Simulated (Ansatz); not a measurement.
# A point defect in InP

Method: DFT PBE, scalar-relativistic, plane waves, PAW (Ansatz). Run with 420 eV cutoff, 3×3×3 k-mesh, Gaussian smearing of 0.02 eV, collinear spin in charge +1, -1 alone.

Host crystal, relaxed:

```yaml
crystal:
  lattice:
    - [0.00000, 2.97989, 2.97989]
    - [2.97989, 0.00000, 2.97989]
    - [2.97989, 2.97989, 0.00000]
  atoms:
    - { symbol: In, position: [0.00000, 0.00000, 0.00000] }
    - { symbol: P, position: [0.25000, 0.25000, 0.25000] }
```

Supercell of 8 atoms, rows in host cell vectors: -1 -1 1; -1 1 -1; 1 -1 -1. Atoms relax at the host's cell, keeping the symmetry that the supercell leaves at the site. The cell is small, so energies carry finite-size errors of tenths of an eV. The host's Kohn–Sham gap is 0.44 eV. Atoms are taken from and returned to the elements' standard states. Charged cells are corrected for image charges with the computed static dielectric tensor (mean 15.1) and aligned with the host's potential at far atoms (alignment terms reach 0.64 eV; the program doubts the alignment in some charges, where it is up to 0.64 eV). No band-filling term is added, and the Fermi level counts from the host's valence band top.

Starting moments were lost in some runs.

The defect is a foreign atom on an In site at (0.000, 0.000, 0.000) of the host cell.

```json
{"charge": "+1", "E_f at the valence band top (eV)": "0.36", "over the neutral state (eV)": "0.47", "moment (μB)": "0.09", "largest move (Å)": "0.12", "atoms near the site": "4 P at 2.46 Å"}
{"charge": "0", "E_f at the valence band top (eV)": "-0.11", "over the neutral state (eV)": "0.00", "moment (μB)": "0.00", "largest move (Å)": "0.11", "atoms near the site": "4 P at 2.47 Å"}
{"charge": "-1", "E_f at the valence band top (eV)": "1.47", "over the neutral state (eV)": "1.58", "moment (μB)": "0.07", "largest move (Å)": "0.11", "atoms near the site": "4 P at 2.47 Å"}
```

Among the charges computed the stable one is 0 at the valence band top and stays so across the gap. In charge +1, -1 the extra carrier would gain by moving to a band edge of the host, so it isn't bound in the gap. In charge +1, -1 the cell has partly filled bands: a level of the defect may be part filled, the carrier may sit in the host's bands, or levels may cross between the k points, so transitions that involve it are doubtful. Fractional moments come from partly filled bands of the small cell.

(1) Which element is it? Judge by the nearest distance in charge 0 and covalent radii.
A. Ga
B. Cl
C. Zr
D. Y
E. F

Answers

(1) A. The nearest neighbour is P at 2.47 Å, and the summed covalent radii with P are 2.09 Å for Cl, 1.64 Å for F, 2.29 Å for Ga, 2.97 Å for Y, 2.82 Å for Zr, so Ga fits best. Bonds can miss such sums by a tenth of an ångström or more.